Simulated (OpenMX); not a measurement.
Wanted: the native input for an OpenMX 3.8.5 run.

| Item | Value |
| --- | --- |
| Task | band structure |
| Functional | PBE |
| Potentials or basis | OpenMX 2013 PBE set, Ti7.0-s2p2d1, Al7.0-s2p1d1, grid cutoff 400 Ry |
| k mesh | 11 × 11 × 11 |
| Occupations | fermi-dirac, width 0.05 eV |
| Spin | no spin polarisation |
| Mixing scheme | rmm-diisk |
| SCF threshold | 1e-08 Ha |
| Solver | band |
| Max SCF cycles | 100 |

Crystal: TiAl3.

```xyz
4
Lattice="-1.9111 1.9111 4.2807 1.9111 -1.9111 4.2807 1.9111 1.9111 -4.2807" Properties=species:S:1:pos:R:3 pbc="T T T"
Ti    0.0000    0.0000    0.0000
Al    1.9111    0.0000    2.1403
Al    0.0000    1.9111    2.1403
Al    0.0000    0.0000    4.2807
```

The cell comes from a database or a generator and needn't be the stable form of this composition.

These files were run (other wordings do the same):

TiAl3.dat

```
System.CurrrentDirectory             ./
System.Name                          TiAl3
DATA.PATH                            ./DFT_DATA13
level.of.stdout                      1
level.of.fileout                     1
Species.Number                       2
<Definition.of.Atomic.Species
  Ti  Ti7.0-s2p2d1           Ti_PBE13
  Al  Al7.0-s2p1d1           Al_PBE13
Definition.of.Atomic.Species>

Atoms.Number                         4
Atoms.SpeciesAndCoordinates.Unit     FRAC
<Atoms.SpeciesAndCoordinates
    1  Ti    0.0000000000    0.0000000000    0.0000000000   6.000  6.000
    2  Al    0.2500000000    0.7500000000    0.5000000000   1.500  1.500
    3  Al    0.7500000000    0.2500000000    0.5000000000   1.500  1.500
    4  Al    0.5000000000    0.5000000000    0.0000000000   1.500  1.500
Atoms.SpeciesAndCoordinates>

Atoms.UnitVectors.Unit               Ang
<Atoms.UnitVectors
    -1.9111067713    1.9111067713    4.2806687947
     1.9111067713   -1.9111067713    4.2806687947
     1.9111067713    1.9111067713   -4.2806687947
Atoms.UnitVectors>

scf.XcType                           GGA-PBE
scf.SpinPolarization                 off
scf.ElectronicTemperature            580.226
scf.energycutoff                     400.0
scf.maxIter                          100
scf.EigenvalueSolver                 band
scf.Kgrid                            11 11 11
scf.Mixing.Type                      rmm-diisk
scf.Init.Mixing.Weight               0.05
scf.Min.Mixing.Weight                0.001
scf.Max.Mixing.Weight                0.3
scf.Mixing.History                   25
scf.Mixing.StartPulay                8
scf.criterion                        1.0e-8
scf.stress.tensor                    on
MD.Type                              nomd
Band.dispersion                      on
Band.Nkpath                          11
<Band.kpath
    9   0.000000  0.000000  0.000000    0.000000  0.000000  0.500000  G X
    4   0.000000  0.000000  0.500000   -0.099659  0.099659  0.500000  X Y
    5  -0.099659  0.099659  0.500000   -0.299830  0.299830  0.299830  Y S
    8  -0.299830  0.299830  0.299830    0.000000  0.000000  0.000000  S G
    6   0.000000  0.000000  0.000000    0.500000  0.500000 -0.500000  G Z
    5   0.500000  0.500000 -0.500000    0.299830  0.700170 -0.299830  Z S1
    4   0.299830  0.700170 -0.299830    0.000000  0.500000  0.000000  S1 N
    7   0.000000  0.500000  0.000000    0.250000  0.250000  0.250000  N P
    4   0.250000  0.250000  0.250000    0.500000  0.500000 -0.099659  P Y1
    8   0.500000  0.500000 -0.099659    0.500000  0.500000 -0.500000  Y1 Z
    4   0.000000  0.000000  0.500000    0.250000  0.250000  0.250000  X P
Band.kpath>
```

Potentials or basis: OpenMX 2013 PBE set, Ti7.0-s2p2d1, Al7.0-s2p1d1, grid cutoff 400 Ry.

Run with:

```sh
$ openmx TiAl3.dat -nt 1 > TiAl3.std
```

It gave:

```yaml
Pressure: 2.2 GPa
Largest_force: 0.008 eV/Å
Band_gap_along_the_path: none (metal or under the smearing width)
Mulliken_charges: Ti -0.25; Al +0.07, +0.12 e
```

Caveat: the transition metal has a single d function, too few for pressures, volumes and moments; Mulliken charges move with the basis; the basis of atomic orbitals isn't converged, which shifts pressures, moduli and gaps.

Run time: 100 s on 1 thread of Arm Neoverse V2 (shared host), peak memory 0.53 GiB.
